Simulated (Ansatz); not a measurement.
An Ansatz input:

```yaml
crystal:
  lattice:
    - [-4.1059411457, 4.076971629, 1.6783261351]
    - [4.076971629, -4.1059411457, 1.6783261351]
    - [2.2639146219, 2.2639146219, -1.7313838581]
  atoms:
    - { symbol: In, position: [0.999195367, 0.000804633, 1.0] }
    - { symbol: In, position: [0.750804633, 0.249195367, 0.5] }
hamiltonian:
  xc: pbe
  pseudopotentials:
    kind: paw
    azcp:
      In: "pseudopotentials/In.paw.azcp"
basis:
  ecutwfc: 420
  fft_grid_basis: typed
kpoints:
  mp_grid: { grid: [19, 19, 17], shift: [0, 0, 0] }
magnetization:
  spin_polarized: false
scf:
  occupations: { method: fermi_dirac, width: 0.1 }
output:
  stress: true
```

Output

```
Engine: ansatz 0.2.0, x86_64-unknown-linux-gnu
Pseudopotentials: kind: paw
Pseudopotential: In, paw, valence charge 13, recommended cutoff 420 eV (normal) 
Functional definition: PBE
  parameter kappa = 0.804
  parameter beta = 0.06672455060314922
  exchange = pbe_x(kappa = kappa, mu = beta*pi^2/3)
  correlation = pbe_c(beta = beta)
Crystal: 2 atoms, lattice volume = 61.773 Å³
Basis set: ecut = 420 eV, 1191 PW (Γ)
Bands: 17, of which v1, the nominal top of the filled ones, is band 13 counted from 1 (12 counted from 0)
Symmetry: 4 space group operations
Space group: C2/c (ITA 15), of the structure as read, at distance tolerance 4.0e-5 Å
k-points: 1620 of 6137
Non-local potential: In, projectors of the file, l = 0: 2, l = 1: 2, l = 2: 2, l = 3: 2
PAW form: soft (Blöchl's): semilocal exchange-correlation on the pseudo side does not see the compensation charge
PAW one-centre angular grid: In, 590 points (default); XC on 64 Gauss nodes
Initial density: superposition of atomic densities (neutral atoms: chi_scale 0, normalization atom), corrected by the library's trained network
Initial wavefunctions: pseudopotential atomic-orbital guess
Functional: x = pbe(κ = 0.804, μ = 0.2195149727645171), c = pbe(β = 0.06672455060314922)
SCF iter   1: F=—  HF=-11195.626711 eV  |F-HF|=—  |Δ(HF+E_count)|=         —  Δρ=9.36e-4  dr2=2.64e-4  ethr=1.77e-3  ⟨swp⟩=5.5  Hψ=133307  notcnv=0
SCF iter   2: F=—  HF=-11195.625388 eV  |F-HF|=—  |Δ(HF+E_count)|=   1.32e-3  Δρ=3.78e-4  dr2=7.97e-5  ethr=1.01e-6  ⟨swp⟩=2.0  Hψ=58966  notcnv=0
SCF iter   3: F=—  HF=-11195.625418 eV  |F-HF|=—  |Δ(HF+E_count)|=   3.06e-5  Δρ=2.27e-4  dr2=2.81e-5  ethr=3.07e-7  ⟨swp⟩=2.4  Hψ=48866  notcnv=0
SCF iter   4: F=—  HF=-11195.625438 eV  |F-HF|=—  |Δ(HF+E_count)|=   1.99e-5  Δρ=1.28e-4  dr2=7.33e-6  ethr=1.08e-7  ⟨swp⟩=2.3  Hψ=36730  notcnv=0
SCF iter   5: F=—  HF=-11195.625443 eV  |F-HF|=—  |Δ(HF+E_count)|=   4.90e-6  Δρ=5.77e-5  dr2=1.15e-6  ethr=2.82e-8  ⟨swp⟩=2.0  Hψ=32485  notcnv=0
SCF iter   6: F=-11195.625443 eV  HF=-11195.625443 eV  |F-HF|=9.70e-8  |Δ(HF+E_count)|=   1.06e-7  Δρ=1.67e-5  dr2=9.79e-8  ethr=3.85e-10  ⟨swp⟩=3.0  Hψ=109149  notcnv=0
SCF 1 converged in 6 iterations: F = -11195.625443 eV  dr2 = 9.79e-8
SCF converged after 6 iterations
Free energy (F): -11195.625443 eV
Harris-Foulkes:  -11195.625443 eV  (|F-HF|=9.70e-8)
Internal energy: -11195.588573 eV  (E = F + TS)
E sigma→0 (E₀):  -11195.607008 eV
Entropy (-TS):   -0.036870 eV (-18.435 meV/atom)
Fermi energy:    8.078294 eV
--- Per-component energies (eV) ---
  E_band       = -99.274390
  E_kinetic    = 479.491289
  E_local      = -2354.760415  (includes V_loc(G=0)·N_el)
  E_nonlocal   = 731.901069
  E_hartree    = 919.393814
  E_xc         = -430.583549
  E_vxc        = -197.936524  (∫ρ·V_xc dr)
  E_paw        = -8303.538569  (= ΣΔE_a)
  E_vpaw       = -596.740745  (= ΣTr[D̂ρ^β])
  E_aug_tail   = 0.000051  (compensation charges beyond the density's cutoff)
  E_ewald      = -2237.492263
  E_smearing   = -0.036870  (= −TS)
  E_closure    = -0.000000  (closes the sum)
  Σ components = -11195.625443   (vs F -11195.625443, Δ=0.00e0)
--- Stress (GPa, compression-positive) ---
       -2.951636      -0.127220       0.023601
       -0.127220      -2.951636       0.023601
        0.023601       0.023601      -2.814599
  P = ⅓ Tr σ = -2.9060 GPa (-29.060 kbar)
```
